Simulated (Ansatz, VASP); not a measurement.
**AgCl in VASP and in Ansatz**

The input INCAR:

```
PREC     = Accurate       # precision mode
ENCUT    = 520            # plane-wave cutoff, eV
EDIFF    = 1E-6           # SCF threshold, eV
ISMEAR   = -1             # smearing method
SIGMA    = 0.02           # smearing width, eV
LREAL    = F              # projectors in reciprocal space
LASPH    = T              # aspherical terms in the spheres
NELM     = 100            # most SCF steps
ALGO     = Normal         # electronic algorithm
ISIF     = 2              # what is computed and relaxed
LWAVE    = F              # write WAVECAR
LCHARG   = T              # write CHGCAR
GGA      = PE             # functional
LELF     = T              # ELF
LVHAR    = T            
NBANDS   = 16             # bands
```

The input KPOINTS:

```
Automatic mesh
0
Gamma
  8 8 8
```

File POSCAR:

```
AgCl
1.0
    0.0000000000      2.9480481557      3.0808299508
    2.9480481557      0.0000000000      3.0808299508
    2.9480481557      2.9480481557      0.0000000000
Ag Cl
1 1
Direct
    0.0000000000      0.0000000000      0.0000000000
    0.2500000000      0.2500000000      0.2500000000
```

Input for Ansatz:

```yaml
crystal:
  lattice:
    - [0.0, 2.9480481557, 3.0808299508]
    - [2.9480481557, 0.0, 3.0808299508]
    - [2.9480481557, 2.9480481557, 0.0]
  atoms:
    - { symbol: Ag, position: [0.0, 0.0, 0.0] }
    - { symbol: Cl, position: [0.25, 0.25, 0.25] }
kpoints:
  mp_grid: { grid: [8, 8, 8] }
  band_path:
    path:
      - [0.0, 0.0, 0.0]
      - [-0.5, -0.5, 0.0]
      - [-0.375, -0.375, 0.25]
      - [-0.375, 0.0, 0.375]
      - [0.0, 0.0, 0.5]
      - [-0.5, -0.25, 0.25]
    npoints: 1
hamiltonian:
  xc: pbe
scf:
  occupations: { method: fermi_dirac, width: 0.02 }
  n_extra_bands: 4
output:
  forces: true
  stress: true
  eigenvalues: true
```

Change from the starting cell: epitaxial_xy strain -1.5%.

Alike in both runs: task single point; functional PBE; k mesh 8 × 8 × 8; occupations fermi-dirac, width 0.02 eV; no spin polarisation.

|  | VASP | Ansatz |
| --- | --- | --- |
| version | VASP 6.6.1 | Ansatz 0.2.0 |
| potentials or method | VASP PAW PBE potentials, release 64 (Ag, Cl) | plane waves, PAW |
| plane-wave cutoff (eV) | 520 | 420 |
| valence electrons in the cell | 18 | 26 |

|  | VASP | Ansatz | Ansatz less VASP |
| --- | --- | --- | --- |
| gap on the k mesh at the Fermi level (eV) | 1.23 | 1.23 | +0.001 |
| pressure (GPa) | 1.1 | 1.2 | +0.11 |
| largest component of the traceless stress (GPa) | 0.06 | 0.06 | -0.003 |

The two sets of potentials don't hold the same shells in valence.
